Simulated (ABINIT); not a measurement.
# Si2W (I4/mmm) in ABINIT: convergence with boxcutmin

Aim: find how far boxcutmin must go before the results for Si2W settle, at PBE. This setting moves, with any that are tied to it; all else stays.

Program: ABINIT 10.8.3 (patched build). These are calculated values, not measurements. Logs are shortened: lines on timing, memory, paths and dates and some standing lists are left out, and cuts for length are marked. The log counts tension as positive stress, the text compression.

## (1) The crystal as given

It takes space group I4/mmm (No. 139, tetragonal). The conventional cell has a = 3.214 Å, b = 3.214 Å, c = 7.830 Å, α = 90.00°, β = 90.00°, γ = 90.00°. W (site symmetry 4/mmm) is surrounded by 10 Si at 2.62 Å. Si (site symmetry 4mm) is surrounded by 5 Si at 2.59 to 2.63 Å and 5 W at 2.62 Å.

## (2) With boxcutmin 1.3

Contents of run.abi:

```
# Pseudopotentials
pp_dirpath "./"
pseudos "W.upf, Si.upf"

# Structure
acell 4.5267083761 4.5267083761 4.5267083761 Angstrom
rprim
    -0.3549820016     0.3549820016     0.8648558013
     0.3549820016    -0.3549820016     0.8648558013
     0.3549820016     0.3549820016    -0.8648558013
ntypat 2
znucl 74 14
natom 3
typat 1 2 2
xred
     0.0000000000     0.0000000000     0.0000000000
     0.6653000000     0.6653000000     0.0000000000
     0.3347000000     0.3347000000     0.0000000000

# Plane-wave basis
ecut 1006.821291 eV

# k points
kptopt 1
ngkpt 8 8 8
nshiftk 1
shiftk 0.0 0.0 0.0

# Exchange and correlation
ixc 11

# Bands and occupations
nband 15
occopt 7
tsmear 0.1 eV

# SCF cycle
nstep 100
tolvrs 1.0e-10
boxcutmin 1.3

# Output
iomode 3
prtwf 0
prtden 0
prteig 0
prtebands 0
enunit 1
```

Potentials or basis: PseudoDojo NC SR PBE v0.4.1 standard.

Started as:

```bash
$ abinit run.abi > log 2>&1
```

run.abo:

```text
.Version 10.8.3 of ABINIT
 Symmetries : space group I4/m m m (#139); Bravais tI (body-center tetrag.)
================================================================================
 Values of the parameters that define the memory need of the present run
     intxc =       0    ionmov =       0      iscf =       7    lmnmax =       8
     lnmax =       8     mgfft =      32  mpssoang =       4    mqgrid =    3001
     natom =       3  nloc_mem =       1    nspden =       1   nspinor =       1
    nsppol =       1      nsym =      16    n1xccc =    2501    ntypat =       2
    occopt =       7   xclevel =       2
       mpw =        2965          nfft =       32768          nkpt =          59
================================================================================
================================================================================

--------------------------------------------------------------------------------
------------- Echo of variables that govern the present computation ------------
--------------------------------------------------------------------------------
 -outvars: echo values of preprocessed input variables --------
            acell      8.5542390827E+00  8.5542390827E+00  8.5542390827E+00 Bohr
              amu      1.83850000E+02  2.80855000E+01
        boxcutmin      1.30000000E+00
             ecut      3.70000000E+01 Hartree
           enunit           1
                       outvar_i_n : Printing only first  50 k-points.
              ixc          11
                       outvar_i_n : Printing only first  50 k-points.
         kptrlatt        8    0    0      0    8    0      0    0    8
          kptrlen      4.85856146E+01
            natom           3
            nband          15
            ngfft          32      32      32
             nkpt          59
            nstep         100
             nsym          16
           ntypat           2
[... 167 lines left out ...]
 Fermi (or HOMO) energy (eV) =  13.58495   Average Vxc (eV)= -12.57763
 Eigenvalues (   eV  ) for nkpt=  59  k points:
 kpt#   1, nband= 15, wtk=  0.00195, kpt=  0.0000  0.0000  0.0000 (reduced coord)
 -60.17312  -24.43576  -24.40151  -24.40151   -0.38916    6.83970    9.95271   10.38323
  10.84957   10.84957   14.31669   16.43079   16.63315   16.76518   16.76524
 prteigrs : prtvol=0 or 1, do not print more k-points.

--- !EnergyTerms
iteration_state     : {dtset: 1, }
comment             : Components of total free energy in Hartree
kinetic             :  2.37887063239160E+01
hartree             :  1.37776015817209E+01
xc                  : -1.98553429480344E+01
Ewald energy        : -6.26385810874325E+01
psp_core            :  2.45045958130938E+00
local_psp           : -5.55148796090867E+01
non_local_psp       :  1.36396203994261E+01
internal            : -8.43524157581812E+01
'-kT*entropy'       : -5.20673540372403E-05
total_energy        : -8.43524678255352E+01
total_energy_eV     : -2.29534758280232E+03
band_energy         : -5.43248592186759E+00
...

 Cartesian components of stress tensor (hartree/bohr^3)
  sigma(1 1)= -1.12522744E-04  sigma(3 2)=  0.00000000E+00
  sigma(2 2)= -1.12522744E-04  sigma(3 1)=  0.00000000E+00
  sigma(3 3)= -1.13642941E-04  sigma(2 1)=  0.00000000E+00

-Cartesian components of stress tensor (GPa)         [Pressure=  3.3215E+00 GPa]
- sigma(1 1)= -3.31053342E+00  sigma(3 2)=  0.00000000E+00
- sigma(2 2)= -3.31053342E+00  sigma(3 1)=  0.00000000E+00
- sigma(3 3)= -3.34349075E+00  sigma(2 1)=  0.00000000E+00

== END DATASET(S) ==============================================================
================================================================================

 -outvars: echo values of variables after computation  --------
            acell      8.5542390827E+00  8.5542390827E+00  8.5542390827E+00 Bohr
           etotal     -8.4352467826E+01
            fcart      3.6140072416E-20 -0.0000000000E+00  1.8070036208E-20
                      -2.2098748415E-20 -5.8238820831E-20  4.6889662546E-04
                      -1.4041324001E-20  5.8238820831E-20 -4.6889662546E-04
            rprim     -3.5498200160E-01  3.5498200160E-01  8.6485580130E-01
                       3.5498200160E-01 -3.5498200160E-01  8.6485580130E-01
                       3.5498200160E-01  3.5498200160E-01 -8.6485580130E-01
           strten     -1.1252274387E-04 -1.1252274387E-04 -1.1364294084E-04
                       0.0000000000E+00  0.0000000000E+00  0.0000000000E+00
           xangst      0.0000000000E+00  0.0000000000E+00  0.0000000000E+00
                       9.3843671544E-17 -4.5980333231E-17  5.2092324698E+00
                       7.3290081236E-18  1.6750143136E-17  2.6206675299E+00
             xred      0.0000000000E+00  0.0000000000E+00  0.0000000000E+00
                       6.6530000000E-01  6.6530000000E-01  1.4893066872E-17
                       3.3470000000E-01  3.3470000000E-01  7.4924236915E-18
 Calculation completed.
```

It took 50 s on 1 thread of Arm Neoverse V2, shared host; peak memory 0.09 GiB.

Results:

| Item | Value |
| --- | --- |
| Free energy | -2295.3476 eV |
| Pressure | 3.3 GPa |
| Largest force | 0.024 eV/Å |
| Band gap on the k mesh | none (metal or under the smearing width) |
| Valence electrons inside the program's atomic spheres | W 10.25; Si 1.79 |

## (3) With boxcutmin 1.5

run.abi, as its differences from that of step 2:

```diff
@@ -39,3 +39,3 @@
 tolvrs 1.0e-10
-boxcutmin 1.3
+boxcutmin 1.5
```

Potentials or basis: PseudoDojo NC SR PBE v0.4.1 standard.

Started as:

```bash
$ abinit run.abi > log 2>&1
```

It took 62 s on 1 thread of Arm Neoverse V2, shared host; peak memory 0.1 GiB.

It converged, with:

```yaml
Free_energy: -2295.3476 eV
Pressure: 3.3 GPa
Largest_force: 0.024 eV/Å
Band_gap_on_the_k_mesh: none (metal or under the smearing width)
Valence_electrons_inside_the_program's_atomic_spheres: W 10.25; Si 1.79
```

## (4) With boxcutmin 1.7

run.abi, as its differences from that of step 3:

```diff
@@ -39,3 +39,3 @@
 tolvrs 1.0e-10
-boxcutmin 1.5
+boxcutmin 1.7
```

Started as:

```bash
$ abinit run.abi > log 2>&1
```

It took 69 s on 1 thread of Arm Neoverse V2, shared host; peak memory 0.11 GiB.

The run converged. Its results:

```yaml
Free_energy: -2295.3476 eV
Pressure: 3.3 GPa
Largest_force: 0.024 eV/Å
Band_gap_on_the_k_mesh: none (metal or under the smearing width)
Valence_electrons_inside_the_program's_atomic_spheres: W 10.25; Si 1.80
```

## (5) With boxcutmin 1.85

run.abi, as its differences from that of step 4:

```diff
@@ -39,3 +39,3 @@
 tolvrs 1.0e-10
-boxcutmin 1.7
+boxcutmin 1.85
```

Started as:

```bash
$ abinit run.abi > log 2>&1
```

Run time: 85 s. Hardware: 1 thread of Arm Neoverse V2, shared host; peak memory 0.12 GiB.

The run converged. Its results:

```yaml
Free_energy: -2295.3476 eV
Pressure: 3.3 GPa
Largest_force: 0.024 eV/Å
Band_gap_on_the_k_mesh: none (metal or under the smearing width)
Valence_electrons_inside_the_program's_atomic_spheres: W 10.25; Si 1.79
```

## (6) With boxcutmin 2

run.abi, as its differences from that of step 5:

```diff
@@ -39,3 +39,3 @@
 tolvrs 1.0e-10
-boxcutmin 1.85
+boxcutmin 2.0
```

Potentials or basis: PseudoDojo NC SR PBE v0.4.1 standard.

Started as:

```bash
$ abinit run.abi > log 2>&1
```

Wall time 93 s (1 thread of Arm Neoverse V2, shared host); peak memory 0.12 GiB.

Results (log left out):

```yaml
Free_energy: -2295.3476 eV
Pressure: 3.3 GPa
Largest_force: 0.024 eV/Å
Band_gap_on_the_k_mesh: none (metal or under the smearing width)
Valence_electrons_inside_the_program's_atomic_spheres: W 10.25; Si 1.79
```

## (7) With boxcutmin 2.3

run.abi, as its differences from that of step 6:

```diff
@@ -39,3 +39,3 @@
 tolvrs 1.0e-10
-boxcutmin 2.0
+boxcutmin 2.3
```

Started as:

```bash
$ abinit run.abi > log 2>&1
```

Run time: 2 min. Hardware: 1 thread of Arm Neoverse V2, shared host; peak memory 0.14 GiB.

It converged, with:

```
Free energy                                           : -2295.3476 eV
Pressure                                              : 3.3 GPa
Largest force                                         : 0.024 eV/Å
Band gap on the k mesh                                : none (metal or under the smearing width)
Valence electrons inside the program's atomic spheres : W 10.27; Si 1.80
```

## (8) With boxcutmin 2.7

run.abi, as its differences from that of step 7:

```diff
@@ -39,3 +39,3 @@
 tolvrs 1.0e-10
-boxcutmin 2.3
+boxcutmin 2.7
```

Started as:

```bash
$ abinit run.abi > log 2>&1
```

Wall time 2.9 min (1 thread of Arm Neoverse V2, shared host); peak memory 0.18 GiB.

It converged, with:

- Free energy: -2295.3476 eV
- Pressure: 3.3 GPa
- Largest force: 0.024 eV/Å
- Band gap on the k mesh: none (metal or under the smearing width)
- Valence electrons inside the program's atomic spheres: W 10.26; Si 1.80

## (9) The series at a glance

```tsv
boxcutmin	energy less the tightest run, at zero smearing (meV/atom)	SCF cycles	CPU time (s)	peak memory (GiB)
1.3	0.02	8	50	0.09
1.5	0.00	9	62	0.1
1.7	0.00	9	69	0.11
1.85	0.00	9	85	0.12
2	0.00	9	93	0.12
2.3	0.00	9	120	0.14
2.7	0.00	9	170	0.18
```

Against the tightest run, the energy stays within 1 meV/atom from 1.3 on. The tightest run that finished is the yardstick and may itself not be fully converged.
